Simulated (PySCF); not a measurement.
## Frontier orbitals and the lowest excitations

Compound: cyclopentadiene, C5H6.
Z-matrix (Å and degrees, GFN2-xTB geometry), rows numbered from 1:
```
C 
C   1  1.3390
C   2  1.4929  1  109.46
C   3  1.4930  2  102.60  1     0.06
C   4  1.3390  3  109.47  2    -0.05
H   1  1.0754  2  126.89  3   179.94
H   2  1.0744  1  127.56  3  -179.94
H   3  1.0923  2  111.82  1  -119.97
H   3  1.0922  2  111.88  1   120.11
H   4  1.0744  3  122.97  2   179.98
H   5  1.0755  1  123.88  2  -179.95
```

Method: TDDFT CAM-B3LYP/def2-SVPD, vertical, gas phase, core orbitals frozen in the response (PySCF).

Frontier orbitals with the atoms that hold most of them (Löwdin shares over 4%, at most four atoms; ? is withheld):

```tsv
orbital	ε (eV)	atoms
HOMO-3	-11.62	C3 20%, C1 19%, C5 19%, C4 7%
HOMO-2	-11.55	C3 28%, C2 22%, C4 22%, H10 6%
HOMO-1	-10.02	C5 25%, C1 25%, C3 13%, C4 11%
HOMO	-7.64	?
LUMO	?	?
LUMO+1	1.78	C3 14%, C2 13%, C4 13%, H9 10%
LUMO+2	2.28	C5 15%, C1 15%, C3 14%, H11 13%
```

(1) Give the leading atoms of the HOMO.

(2) Give the leading atoms of the LUMO.

(3) What is the LUMO energy, and the HOMO–LUMO gap?

Results:

(1) C2 (bonded to 2 C and H) 26%; C4 (bonded to 2 C and H) 26%; C1 (bonded to 2 C and H) 17%; C5 (bonded to 2 C and H) 17%.

(2) C4 (bonded to 2 C and H) 20%; C2 (bonded to 2 C and H) 20%; C5 (bonded to 2 C and H) 17%; C1 (bonded to 2 C and H) 17%.

(3) ε(LUMO) = 0.63 eV; the gap is 8.26 eV (0.3036 hartree).

Question: The HOMO–LUMO gap is 8.26 eV. Where does the response calculation put the lowest singlet, and from which orbitals?

Answer: S1 is at 5.23 eV (f = 0.087), 3.03 eV below the gap, made of HOMO→LUMO (98%). Without the coupling terms of the response equations the lowest excitation would equal the gap.

Question: One configuration dominates each of S1, S2 and S8. Which, and how do the shares of the two leading atoms of either orbital change from the occupied to the empty one?

Answer: 
- S1 (5.23 eV, f 0.087), HOMO→LUMO (98%): C2 26% → 20%, C4 26% → 20%
- S2 (6.37 eV, f 0.0000), HOMO→LUMO+1 (97%): C2 26% → 13%, C4 26% → 13%, C3 at most 15% → 14%
- S8 (7.89 eV, f 0.0000), HOMO-2→LUMO (87%): C3 28% → at most 18%, C2 22% → 20%, C4 22% → 20%

Löwdin shares depend on the basis, the more so with diffuse functions.

Hardware: an x86-64 server with one thread, no GPU (shared host). Cost: 12 s wall.
